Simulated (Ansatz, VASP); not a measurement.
**Two plane-wave programs on NaHF2**

```
Na H F
1.0
     1.67305    0.96593    4.52158
    -1.67305    0.96593    4.52158
     0.00000   -1.93187    4.52158
Na H F
1 1 2
Direct
  0.00000 0.00000 0.00000
  0.50000 0.50000 0.50000
  0.41620 0.41620 0.41620
  0.58380 0.58380 0.58380
```

Alike in both runs: functional LDA; k mesh 9 × 9 × 9; occupations gaussian, width 0.02 eV; no spin polarisation.

Ansatz relaxed the structure, and its values are those at the end. VASP's run is a single point on that final structure, the one shown.

```csv
,VASP,Ansatz
version,VASP 6.6.1,Ansatz 0.2.0
potentials or method,"VASP PAW LDA potentials, release 64 (Na_pv, H, F)","scalar-relativistic, plane waves, PAW"
plane-wave cutoff (eV),520,420
valence electrons in the cell,22,24
```

|  | VASP | Ansatz | Ansatz less VASP |
| --- | --- | --- | --- |
| gap on the k mesh at the Fermi level (eV) | 6.87 | 6.90 | +0.032 |
| least direct gap on the mesh (eV) | 7.07 | 7.09 | +0.024 |
| pressure (GPa) | 0.1 | 0.0 | -0.05 |
| rms of the force components (eV/Å) | 0.039 | 0.000 | -0.0386 |

The two sets of potentials don't hold the same shells in valence.

Caveats: an odd mesh through Γ misses points on the zone boundary, where band edges often lie. As with any semilocal functional, this LDA gap is likely too small.
